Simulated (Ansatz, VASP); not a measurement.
# Be in VASP and in Ansatz

Contents of INCAR:

```
SYSTEM = Be
PREC     = Accurate       ! precision mode
ENCUT    = 520            ! plane-wave cutoff, eV
EDIFF    = 1E-6           ! SCF threshold, eV
ISMEAR   = 1              ! smearing method
SIGMA    = 0.1            ! smearing width, eV
LREAL    = .False.        ! projectors in reciprocal space
LASPH    = .True.         ! aspherical terms in the spheres
NELM     = 100            ! most SCF steps
ALGO     = Normal         ! electronic algorithm
ISIF     = 2              ! what is computed and relaxed
LWAVE    = .False.        ! write WAVECAR
LCHARG   = .True.         ! write CHGCAR
LDIPOL   = .True.       
IDIPOL   = 3            
DIPOL    = 0.5 0.5 0.500
GGA      = PS             ! functional
LELF     = .True.         ! ELF
LVHAR    = .True.       
LVACPOTAV= .True.       
NBANDS   = 24             ! bands
```

Contents of KPOINTS:

```
regular mesh
0
Gamma
  17 17 1
  0 0 0
```

Contents of POSCAR:

```
Be
1.0
    2.2575068440      0.0000000000      0.0000000000
    1.1287534220      1.9550582760      0.0000000000
    0.0000000000      0.0000000000     35.5317697690
Be
12
Direct
    0.6666666667      0.6666666667      0.2251506202
    0.0000000000      0.0000000000      0.2751232347
    0.6666666667      0.6666666667      0.3250958492
    0.0000000000      0.0000000000      0.3750684637
    0.6666666667      0.6666666667      0.4250410782
    0.0000000000      0.0000000000      0.4750136927
    0.6666666667      0.6666666667      0.5249863073
    0.0000000000      0.0000000000      0.5749589218
    0.6666666667      0.6666666667      0.6249315363
    0.0000000000      0.0000000000      0.6749041508
    0.6666666667      0.6666666667      0.7248767653
    0.0000000000      0.0000000000      0.7748493798
```

Input for Ansatz:

```yaml
crystal:
  lattice:
    - [2.257506844, 0.0, 0.0]
    - [1.128753422, 1.955058276, 0.0]
    - [0.0, 0.0, 35.531769769]
  atoms:
    - { symbol: Be, position: [0.6666666667, 0.6666666667, 0.2251506202] }
    - { symbol: Be, position: [0.0, 0.0, 0.2751232347] }
    - { symbol: Be, position: [0.6666666667, 0.6666666667, 0.3250958492] }
    - { symbol: Be, position: [0.0, 0.0, 0.3750684637] }
    - { symbol: Be, position: [0.6666666667, 0.6666666667, 0.4250410782] }
    - { symbol: Be, position: [0.0, 0.0, 0.4750136927] }
    - { symbol: Be, position: [0.6666666667, 0.6666666667, 0.5249863073] }
    - { symbol: Be, position: [0.0, 0.0, 0.5749589218] }
    - { symbol: Be, position: [0.6666666667, 0.6666666667, 0.6249315363] }
    - { symbol: Be, position: [0.0, 0.0, 0.6749041508] }
    - { symbol: Be, position: [0.6666666667, 0.6666666667, 0.7248767653] }
    - { symbol: Be, position: [0.0, 0.0, 0.7748493798] }
kpoints:
  mp_grid: { grid: [17, 17, 1] }
scf:
  occupations: { method: cold, width: 0.1 }
hamiltonian:
  xc: pbesol
  pseudopotentials: { kind: paw, azcp: { folder: soft_1 } }
output:
  forces: true
  stress: false
  populations: false
efield:
  axis: 3
  dipole_correction: true
```

Alike in both runs: task single point; functional PBEsol; k mesh 17 × 17 × 1; no spin polarisation.

|  | VASP | Ansatz |
| --- | --- | --- |
| version | VASP 6.6.1 | Ansatz 0.2.0 |
| potentials or method | VASP PAW PBE potentials, release 64 (Be) | plane-wave PAW, scalar-relativistic |
| plane-wave cutoff (eV) | 520 | 420 |
| occupations | methfessel-paxton of order 1, width 0.1 eV | cold, width 0.1 eV |
| valence electrons in the cell | 24 | 24 |

Ansatz gave:

* rms of the force components (eV/Å): 0.049
* work function, face that differs most (eV): 5.29

Q: What did VASP give for the same quantities?

A: rms of the force components (eV/Å): 0.052; work function, face that differs most (eV): 5.28.

Atom by atom the forces differ by 0.004 eV/Å (rms over components). Ansatz warned: «pseudo_functional_mismatch».

Caveats: the PAW data sets were made with another functional, which shifts forces and pressure a little (VASP).
